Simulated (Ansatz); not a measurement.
## Na, space group C2/m: a conversion between chain and input file, step by step

With Ansatz 0.2.0, Python API.

Input file `na.yaml`:
```yaml
crystal:
  lattice:
    - [3.196652, -1.856552, 0.0]
    - [3.196652, 1.856552, 0.0]
    - [-2.174452, 0.0, 9.364851]
  atoms:
    - { symbol: Na, position: [0.0, 0.0, 0.0] }
    - { symbol: Na, position: [0.222415, 0.222415, 0.666676] }
    - { symbol: Na, position: [0.777585, 0.777585, 0.333324] }
kpoints:
  mp_grid: { kspacing: 0.3 }
hamiltonian:
  xc: pbesol
scf:
  occupations: { method: gaussian, width: 0.15 }
output:
  forces: true
  stress: true
md:
  timestep: 1.0
  n_steps: 500
  ensemble: nvt_langevin
  temperature: 300.0
```

Run as a notebook:

In [1]:
```python
import ansatz as az
```

In [2]:
```python
job = az.Calculation.from_yaml('na.yaml')
print(job.to_python())
```
```text
(
    az.Lattice.of(((3.196652, -1.856552, 0.0), (3.196652, 1.856552, 0.0), (-2.174452, 0.0, 9.364851)))
    .atom("Na", (0.0, 0.0, 0.0))
    .atom("Na", (0.222415, 0.222415, 0.666676))
    .atom("Na", (0.777585, 0.777585, 0.333324))
    .calculation()
    .kpoints(spacing=0.3)
    .functional("pbesol")
    .occupations(method="gaussian", width=0.15)
    .md(timestep=1.0, steps=500, ensemble="nvt_langevin", temperature=300.0)
    .forces()
    .stress()
)
```

The input is only written out: it wasn't run, and its settings aren't tested. The structure comes from a database and needn't be a stable phase.
